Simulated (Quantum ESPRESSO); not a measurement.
# HfC (Fm-3m) in Quantum ESPRESSO: settings compared, part 3 of 3

Quantum ESPRESSO 7.5. The steps go on from the part before.

## Step 5: Phonons, PBEsol

pw.in

```
&CONTROL
  calculation = 'scf'
  prefix = 'pwscf'
  outdir = './tmp'
  pseudo_dir = './pseudo'
  tprnfor = .true.
  tstress = .true.
  disk_io = 'low'
/
&SYSTEM
  ibrav = 0
  nat = 2
  ntyp = 2
  ecutwfc = 45
  ecutrho = 360
  nbnd = 14
  occupations = 'smearing'
  smearing = 'mv'
  degauss = 0.01469973
/
&ELECTRONS
  conv_thr = 4d-10
  electron_maxstep = 120
  mixing_beta = 0.5
/
ATOMIC_SPECIES
Hf   178.4900 hf_pbesol_v1.uspp.F.UPF
C     12.0110 c_pbesol_v1.2.uspp.F.UPF
CELL_PARAMETERS angstrom
   0.0000000000    2.3250000000    2.3250000000
   2.3250000000    0.0000000000    2.3250000000
   2.3250000000    2.3250000000    0.0000000000
ATOMIC_POSITIONS angstrom
Hf     2.3250000000    2.3250000000    2.3250000000
C      0.0000000000    0.0000000000    0.0000000000
K_POINTS automatic
10 10 10 0 0 0
```

relax.in

```
&CONTROL
  calculation = 'vc-relax'
  prefix = 'pwscf'
  outdir = './tmp'
  pseudo_dir = './pseudo'
  tprnfor = .true.
  tstress = .true.
  disk_io = 'low'
  nstep = 40
  forc_conv_thr = 0.0001
  etot_conv_thr = 1d-06
/
&SYSTEM
  ibrav = 0
  nat = 2
  ntyp = 2
  ecutwfc = 45
  ecutrho = 360
  nbnd = 14
  occupations = 'smearing'
  smearing = 'mv'
  degauss = 0.01469973
/
&ELECTRONS
  conv_thr = 4d-10
  electron_maxstep = 120
  mixing_beta = 0.5
/
&IONS
  ion_dynamics = 'bfgs'
/
&CELL
  cell_dynamics = 'bfgs'
  press = 0
  press_conv_thr = 0.2
/
ATOMIC_SPECIES
Hf   178.4900 hf_pbesol_v1.uspp.F.UPF
C     12.0110 c_pbesol_v1.2.uspp.F.UPF
CELL_PARAMETERS angstrom
   0.0000000000    2.3250000000    2.3250000000
   2.3250000000    0.0000000000    2.3250000000
   2.3250000000    2.3250000000    0.0000000000
ATOMIC_POSITIONS angstrom
Hf     2.3250000000    2.3250000000    2.3250000000
C      0.0000000000    0.0000000000    0.0000000000
K_POINTS automatic
10 10 10 0 0 0
```

scf2.in

```
&CONTROL
  calculation = 'scf'
  prefix = 'pwscf'
  outdir = './tmp'
  pseudo_dir = './pseudo'
  tprnfor = .true.
  tstress = .true.
  disk_io = 'low'
/
&SYSTEM
  ibrav = 0
  nat = 2
  ntyp = 2
  ecutwfc = 45
  ecutrho = 360
  nbnd = 14
  occupations = 'smearing'
  smearing = 'mv'
  degauss = 0.01469973
/
&ELECTRONS
  conv_thr = 1d-13
  electron_maxstep = 120
  mixing_beta = 0.5
  startingpot = 'file'
  startingwfc = 'file'
/
ATOMIC_SPECIES
Hf   178.4900 hf_pbesol_v1.uspp.F.UPF
C     12.0110 c_pbesol_v1.2.uspp.F.UPF
CELL_PARAMETERS angstrom
   0.0000000000    2.3050382605    2.3050382605
   2.3050382605    0.0000000000    2.3050382605
   2.3050382605    2.3050382605    0.0000000000
ATOMIC_POSITIONS angstrom
Hf     2.3050382605    2.3050382605    2.3050382605
C      0.0000000000    0.0000000000    0.0000000000
K_POINTS automatic
10 10 10 0 0 0
```

ph.in

```
phonons of HfC
&INPUTPH
  prefix = 'pwscf'
  outdir = './tmp'
  tr2_ph = 1d-18
  fildyn = 'dyn'
  niter_ph = 90
  alpha_mix(1) = 0.4
/
0.0000000000 0.0000000000 0.0000000000
```

dynmat.in

```
&INPUT
  fildyn = 'dyn'
  asr = 'crystal'
  filout = 'dynmat.disp'
  fileig = 'dynmat.eig'
/
```

Potentials or basis: GBRV 1.5 PBEsol.

Run with:

```bash
$ OMP_NUM_THREADS=1 pw.x -in pw.in > pw.out
$ OMP_NUM_THREADS=1 pw.x -in relax.in > relax.out
$ OMP_NUM_THREADS=1 pw.x -in scf2.in > scf2.out
$ OMP_NUM_THREADS=1 ph.x -in ph.in > ph.out
$ OMP_NUM_THREADS=1 dynmat.x -in dynmat.in > dynmat.out
```

pw.out:

```text
This program is part of the open-source Quantum ESPRESSO suite
     for quantum simulation of materials; please cite
[... 9 lines left out ...]
     --------------------
     sticks:   dense  smooth     PW     G-vecs:    dense   smooth      PW
     Sum         955     475    151                19603     6879    1243

     Using Slab Decomposition

     bravais-lattice index     =            0
     lattice parameter (alat)  =       6.2135  a.u.
     unit-cell volume          =     169.6272 (a.u.)^3
     number of atoms/cell      =            2
     number of atomic types    =            2
     number of electrons       =        16.00
     number of Kohn-Sham states=           14
     kinetic-energy cutoff     =      45.0000  Ry
     charge density cutoff     =     360.0000  Ry
     scf convergence threshold =      4.0E-10
     mixing beta               =       0.5000
     number of iterations used =            8  plain     mixing
     Exchange-correlation= SLA  PW   PSX  PSC
                           (   1   4  10   8   0   0   0)

     celldm(1)=   6.213507  celldm(2)=   0.000000  celldm(3)=   0.000000
     celldm(4)=   0.000000  celldm(5)=   0.000000  celldm(6)=   0.000000

[... 8 lines left out ...]
               b(3) = (  0.707107  0.707107 -0.707107 )

     PseudoPot. # 1 for Hf read from file:
     hf_pbesol_v1.uspp.F.UPF
     Pseudo is Ultrasoft + core correction, Zval = 12.0
     Generated by new atomic code, or converted to UPF format
     Using radial grid of  921 points,  8 beta functions with:
                l(1) =   0
                l(2) =   0
                l(3) =   0
                l(4) =   1
                l(5) =   1
                l(6) =   2
                l(7) =   2
                l(8) =   3
     Q(r) pseudized with  6 coefficients,  rinner =    1.200   1.200   1.200
                                                       1.200   1.200   1.200
                                                       1.200

     PseudoPot. # 2 for C  read from file:
     c_pbesol_v1.2.uspp.F.UPF
     Pseudo is Ultrasoft + core correction, Zval =  4.0
     Generated by new atomic code, or converted to UPF format
     Using radial grid of  721 points,  4 beta functions with:
                l(1) =   0
                l(2) =   0
                l(3) =   1
                l(4) =   1
     Q(r) pseudized with  8 coefficients,  rinner =    1.100   1.100   1.100

     atomic species   valence    mass     pseudopotential
     Hf               12.00   178.49000     Hf( 1.00)
     C                 4.00    12.01100     C ( 1.00)

     48 Sym. Ops., with inversion, found

   Cartesian axes

     site n.     atom                  positions (alat units)
         1        Hf     tau(   1) = (   0.7071068   0.7071068   0.7071068  )
         2        C      tau(   2) = (   0.0000000   0.0000000   0.0000000  )

     number of k points=    47  Marzari-Vanderbilt smearing, width (Ry)=  0.0147
                       cart. coord. in units 2pi/alat
        k(    1) = (   0.0000000   0.0000000   0.0000000), wk =   0.0020000
        k(    2) = (   0.0707107   0.0707107  -0.0707107), wk =   0.0160000
        k(    3) = (   0.1414214   0.1414214  -0.1414214), wk =   0.0160000
        k(    4) = (   0.2121320   0.2121320  -0.2121320), wk =   0.0160000
        k(    5) = (   0.2828427   0.2828427  -0.2828427), wk =   0.0160000
        k(    6) = (  -0.3535534  -0.3535534   0.3535534), wk =   0.0080000
[... 39 lines left out ...]
        k(   46) = (  -0.0707107  -0.3535534   0.6363961), wk =   0.0480000
        k(   47) = (  -0.7071068   0.2828427   0.0000000), wk =   0.0240000

     Dense  grid:    19603 G-vectors     FFT dimensions: (  40,  40,  40)

     Smooth grid:     6879 G-vectors     FFT dimensions: (  27,  27,  27)

     Initial potential from superposition of free atoms

     starting charge      14.0000, renormalised to      16.0000

     negative rho (up, down):  1.232E-01 0.000E+00
     Starting wfcs are   17 randomized atomic wfcs

     Self-consistent Calculation

     iteration #  1     ecut=    45.00 Ry     beta= 0.50
     Davidson diagonalization with overlap
     ethr =  1.00E-02,  avg # of iterations =  2.3

     negative rho (up, down):  1.132E-01 0.000E+00

     total energy              =    -169.49875671 Ry
     estimated scf accuracy    <       2.57194172 Ry

     iteration #  2     ecut=    45.00 Ry     beta= 0.50
     Davidson diagonalization with overlap
     ethr =  1.00E-02,  avg # of iterations =  2.1

     negative rho (up, down):  1.126E-01 0.000E+00

     total energy              =    -170.07429137 Ry
     estimated scf accuracy    <       0.64889690 Ry
[... 46 lines left out ...]
     iteration #  8     ecut=    45.00 Ry     beta= 0.50
     Davidson diagonalization with overlap
     ethr =  4.99E-09,  avg # of iterations =  1.2

     negative rho (up, down):  1.149E-01 0.000E+00

     total energy              =    -170.15750459 Ry
     estimated scf accuracy    <       0.00000004 Ry

     iteration #  9     ecut=    45.00 Ry     beta= 0.50
     Davidson diagonalization with overlap
     ethr =  2.46E-10,  avg # of iterations =  2.0

     negative rho (up, down):  1.149E-01 0.000E+00

     End of self-consistent calculation

          k = 0.0000 0.0000 0.0000 (   893 PWs)   bands (ev):

   -45.5977 -14.0625 -14.0625 -14.0625   3.1123  16.4090  16.4090  16.4090
    16.7482  16.7482  16.7482  18.7725  18.7725  22.2172

          k = 0.0707 0.0707-0.0707 (   881 PWs)   bands (ev):

   -45.5938 -14.1323 -14.0692 -14.0692   3.3635  15.0199  15.4097  15.4097
    17.1625  17.1625  17.5348  19.8777  19.8777  22.7639

          k = 0.1414 0.1414-0.1414 (   875 PWs)   bands (ev):

   -45.5836 -14.3105 -14.0868 -14.0868   4.0667  13.2363  14.1672  14.1672
    17.9067  17.9067  18.0697  21.8702  21.8702  23.9076

          k = 0.2121 0.2121-0.2121 (   869 PWs)   bands (ev):

   -45.5709 -14.5223 -14.1083 -14.1083   5.0883  11.5091  13.2024  13.2024
    18.7415  18.9881  18.9881  23.9850  23.9850  24.5253
[... 118 lines left out ...]
   -45.5484 -14.6148 -14.2757 -14.2757   5.0907  12.1825  13.7844  15.1786
    15.1786  20.4839  22.0793  22.0793  23.8409  25.5244

          k =-0.0707-0.6364 0.6364 (   860 PWs)   bands (ev):

   -45.5445 -14.6381 -14.3203 -14.2823   5.1769  12.5539  13.2918  14.8832
    15.5519  21.2669  21.9989  22.0286  24.3504  24.7250

          k = 0.0000-0.5657 0.5657 (   862 PWs)   bands (ev):

   -45.5437 -14.5981 -14.4050 -14.2596   5.4868  12.3749  12.6926  14.1396
    16.3375  21.5007  21.7695  22.8336  23.8511  25.8444

          k =-0.7071 0.0000 0.0000 (   846 PWs)   bands (ev):

   -45.5432 -14.6653 -14.2979 -14.2979   5.0329  12.7962  13.5697  15.3039
    15.3039  20.7105  22.1402  22.1402  23.7475  24.7586

          k = 0.2828 0.1414 0.0000 (   864 PWs)   bands (ev):

   -45.5755 -14.3689 -14.1718 -14.1081   4.5405  12.1800  14.0097  14.0115
    16.7847  19.5537  19.6042  20.6144  23.0039  25.6714

          k = 0.3536 0.2121-0.0707 (   867 PWs)   bands (ev):

   -45.5644 -14.5147 -14.2237 -14.1304   5.3381  11.2240  13.1033  13.4585
    17.4834  20.0425  20.7404  21.9211  24.2298  26.3972

          k =-0.2828-0.4243 0.5657 (   867 PWs)   bands (ev):

   -45.5555 -14.6353 -14.2499 -14.1576   6.1164  10.3783  12.6532  12.9848
    18.4298  20.6522  21.0272  23.5372  24.4386  26.8977

          k =-0.2121-0.3536 0.4950 (   858 PWs)   bands (ev):

   -45.5521 -14.6812 -14.2565 -14.1706   6.4786   9.9950  12.5745  12.7602
    19.4717  19.9479  21.2493  23.9908  25.5351  26.1167
[... 28 lines left out ...]
   -45.5479 -14.6011 -14.3105 -14.2692   5.3364  12.0288  13.2628  14.1452
    16.2042  21.3231  21.7151  22.0361  24.5611  25.5600

          k =-0.0707-0.4950 0.6364 (   864 PWs)   bands (ev):

   -45.5445 -14.5866 -14.3888 -14.2743   5.5813  12.1731  12.7812  13.5867
    17.0067  20.9336  21.9880  22.5059  24.1906  26.3685

          k = 0.0000-0.4243 0.5657 (   859 PWs)   bands (ev):

   -45.5450 -14.5105 -14.4918 -14.2428   5.8968  11.5208  12.6471  13.2469
    18.0668  20.0774  21.7806  23.1543  24.2042  27.8454

          k =-0.7071 0.1414 0.0000 (   854 PWs)   bands (ev):

   -45.5432 -14.6311 -14.3339 -14.3024   5.2638  12.7380  13.1551  14.1123
    16.2276  21.5722  21.5970  22.1451  24.0710  25.2877

          k =-0.1414-0.4243 0.7071 (   878 PWs)   bands (ev):

   -45.5466 -14.5600 -14.4008 -14.2535   5.8292  11.5390  12.7903  13.1161
    18.0687  20.1522  21.9200  22.3916  24.7308  27.3551

          k =-0.0707-0.3536 0.6364 (   868 PWs)   bands (ev):

   -45.5445 -14.5283 -14.4517 -14.2753   5.8815  11.7130  12.6741  13.0227
    19.0111  19.0550  22.0016  23.0090  23.8631  28.5779

          k =-0.7071 0.2828 0.0000 (   876 PWs)   bands (ev):

   -45.5432 -14.5408 -14.4273 -14.3098   5.7025  12.6223  12.6591  12.7546
    18.0379  20.0410  22.1528  22.3217  23.7799  27.8385

     the Fermi energy is    15.4123 ev

!    total energy              =    -170.15750460 Ry
     estimated scf accuracy    <          2.2E-10 Ry
     smearing contrib. (-TS)   =      -0.00006544 Ry
     internal energy E=F+TS    =    -170.15743916 Ry

     The total energy is F=E-TS. E is the sum of the following terms:
     one-electron contribution =      -8.56471944 Ry
     hartree contribution      =      12.74204687 Ry
     xc contribution           =     -78.94718431 Ry
     ewald contribution        =     -95.38758228 Ry

     convergence has been achieved in   9 iterations

     negative rho (up, down):  1.149E-01 0.000E+00

     Forces acting on atoms (cartesian axes, Ry/au):

     atom    1 type  1   force =     0.00000000    0.00000000   -0.00000000
     atom    2 type  2   force =    -0.00000000    0.00000000    0.00000000

     Total force =     0.000000     Total SCF correction =     0.000000

     Computing stress (Cartesian axis) and pressure

     negative rho (up, down):  1.149E-01 0.000E+00
          total   stress  (Ry/bohr**3)                   (kbar)     P=      -62.61
  -0.00042563  -0.00000000  -0.00000000          -62.61       -0.00       -0.00
  -0.00000000  -0.00042563  -0.00000000           -0.00      -62.61       -0.00
   0.00000000  -0.00000000  -0.00042563            0.00       -0.00      -62.61

=------------------------------------------------------------------------------=
   JOB DONE.
=------------------------------------------------------------------------------=
```

Wall time 3.7 min (1 thread of Arm Neoverse V2, shared host); peak memory 0.18 GiB.

What came out:

- Free energy: -2315.1225 eV
- Relaxed volume: 12.25 Å³/atom
- Relaxed cell: a = 3.260 Å, b = 3.260 Å, c = 3.260 Å, α = 60.00°, β = 60.00°, γ = 60.00°
- Space group after relaxing (to 0.05 Å): Fm-3m (No. 225)
- Pressure after relaxing: -0.1 GPa
- Band gap on the k mesh: none (metal or under the smearing width)
- Highest phonon frequency at Γ: 451 cm⁻¹

Step by step:
| step | energy change (eV) | largest force (eV/Å) | pressure (GPa) | volume (Å³) |
| --- | --- | --- | --- | --- |
| 1 | 0.0000 | 0.0000 | -6.26 | 25.14 |
| 2 | -0.0121 | 0.0000 | 1.60 | 24.34 |
| 3 | -0.0128 | 0.0000 | -0.06 | 24.50 |
| 4 | -0.0128 | 0.0000 | 0.00 | 24.49 |

Final structure:
```
Hf C
1.0
     0.00000    2.30504    2.30504
     2.30504    0.00000    2.30504
     2.30504    2.30504    0.00000
Hf C
1 1
Direct
  0.50000 0.50000 0.50000
  0.00000 0.00000 0.00000
```

Levels at points of the mesh, in eV from the Fermi level:
```tsv
k point	band 4	band 5	band 6	band 7	band 8	band 9	band 10	band 11	band 12	band 13
(0.00, 0.00, 0.00)	-29.35	-12.43	1.01	1.01	1.01	1.35	1.35	1.35	3.44	3.44
(0.00, 0.00, -0.50)	-29.42	-8.47	-6.31	-3.10	-3.10	5.45	5.45	5.92	6.60	11.75
(0.00, -0.50, -0.50)	-29.61	-10.50	-2.58	-1.93	-0.08	-0.08	5.45	6.94	6.94	8.67
```

Phonon frequencies in cm⁻¹ (negative: imaginary):
```
              q point              frequencies
(0.000, 0.000, 0.000)  -12 -12 -12 451 451 451
```

Optical modes at Γ, degenerate ones joined:
| cm⁻¹ | components | symmetry | active in |
| --- | --- | --- | --- |
| 451 | 3 | T1u | IR |

Spin-orbit coupling is left out, which matters for the levels of Hf.

## Step 6: Overview

| level | potentials or basis | k mesh | form of the LDA correlation | gap on the mesh (eV) | pressure (GPa) |
| --- | --- | --- | --- | --- | --- |
| RPBE | GBRV 1.5 PBE | 8 × 8 × 8 | - | none | 0.0 |
| LDA | GBRV 1.5 LDA | 10 × 10 × 10 | PZ81 | none | -0.1 |
| PBE | GBRV 1.5 PBE | 10 × 10 × 10 | - | none | 0.0 |
| PBEsol | GBRV 1.5 PBEsol | 10 × 10 × 10 | - | none | -0.1 |

Alike in all rows: task phonons; no spin polarisation; cell relaxed; cutoff (eV) 612; smearing cold 0.2 eV.

Caveats: the mesh is thin for the phonons of a metal (some runs); the potentials were made for another functional, which shifts forces and pressure (some runs).

Total energies depend on the potentials used, so only differences within one code and one set of settings carry meaning.
